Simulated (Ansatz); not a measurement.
# Ga: relaxation of cell and atoms

All numbers below come from DFT, PBE, PAW with Ansatz's default frozen-core files, scalar-relativistic (Ansatz 0.2.0).

Command: `ansatz run input.yaml --threads 1 --pin off --max-ram 2048MiB --backend cpu --events-out ev --progress --plain --runs-dir out` The run took 61 s on 1 thread of Intel(R) Xeon(R) Platinum 8259CL CPU @ 2.50GHz (Skylake/Cascade Lake), on a shared host.

```yaml
crystal:
  lattice:
    - [2.5811249152, 0.0, 0.0]
    - [-1.2905624576, 2.2353197469, 0.0]
    - [0.0, 0.0, 4.1814223626]
  atoms:
    - { symbol: Ga, position: [0.3333333333, 0.6666666667, 0.25] }
    - { symbol: Ga, position: [0.6666666667, 0.3333333333, 0.75] }
kpoints:
  mp_grid: { grid: [18, 18, 10] }
scf:
  occupations: { method: fermi_dirac, width: 0.05 }
hamiltonian:
  xc: pbe
  pseudopotentials: { kind: paw }
output:
  forces: true
  stress: true
relax:
  f_tol: 0.005
  max_steps: 80
  cell: {}
```

The cell is built from the hcp type as a first guess.

The cutoff is 420 eV; energies and pressures of the walk include the program's estimate of the Pulay term.

Each frame lists the cell vectors (Å), then Cartesian positions (Å); symmetry keeps all forces zero. Free energies count from the first step, -7564.1127 eV.

The walk took 11 evaluations in all; steps that aren't listed are left out.

Step 1: E = 0.0 meV, P = 66.72 GPa

```
cell 2.5811 0.0000 0.0000 -1.2906 2.2353 0.0000 0.0000 0.0000 4.1814
Ga    0.0000    1.4902    1.0454
Ga    1.2906    0.7451    3.1361
```

Step 2: E = -1071.5 meV, P = 33.39 GPa

```
cell 2.6999 0.0000 0.0000 -1.3500 2.3382 0.0000 0.0000 0.0000 4.3852
Ga    0.0000    1.5588    1.0963
Ga    1.3500    0.7794    3.2889
```

Step 3: E = -1626.2 meV, P = 13.13 GPa

```
cell 2.8238 0.0000 0.0000 -1.4119 2.4455 0.0000 0.0000 0.0000 4.5889
Ga    0.0000    1.6303    1.1472
Ga    1.4119    0.8152    3.4417
```

Step 4: E = -1779.5 meV, P = 2.56 GPa

```
cell 2.9191 0.0000 0.0000 -1.4595 2.5280 0.0000 0.0000 0.0000 4.7375
Ga    0.0000    1.6853    1.1844
Ga    1.4595    0.8427    3.5531
```

Step 5: E = -1786.4 meV, P = 0.05 GPa

```
cell 2.9457 0.0000 0.0000 -1.4728 2.5510 0.0000 0.0000 0.0000 4.7721
Ga    0.0000    1.7007    1.1930
Ga    1.4728    0.8503    3.5791
```

Step 6: E = -1786.4 meV, P = 0.00 GPa

```
cell 2.9467 0.0000 0.0000 -1.4733 2.5519 0.0000 0.0000 0.0000 4.7714
Ga    0.0000    1.7013    1.1929
Ga    1.4733    0.8506    3.5786
```

Step 7: E = -1845.4 meV, P = 3.36 GPa (the cell of the step before, solved again on a basis chosen afresh, hence the jump)

Step 8: E = -1864.8 meV, P = 1.11 GPa

```
cell 2.9873 0.0000 0.0000 -1.4936 2.5871 0.0000 0.0000 0.0000 4.8318
Ga    0.0000    1.7247    1.2079
Ga    1.4936    0.8624    3.6238
```

**Question.** How does the relaxation end?

**Answer.** It converges, with a = 3.011 Å, b = 3.011 Å, c = 4.866 Å, α = 90.00°, β = 90.00°, γ = 120.00° (conventional cell, space group P6_3/mmc). The last solve (on a basis chosen afresh for the final cell, so its energy is not quite comparable) gives E = -1868.0 meV, P = -0.03 GPa:
```
cell 3.0110 0.0000 0.0000 -1.5055 2.6076 0.0000 0.0000 0.0000 4.8661
Ga    0.0000    1.7384    1.2165
Ga    1.5055    0.8692    3.6496
```
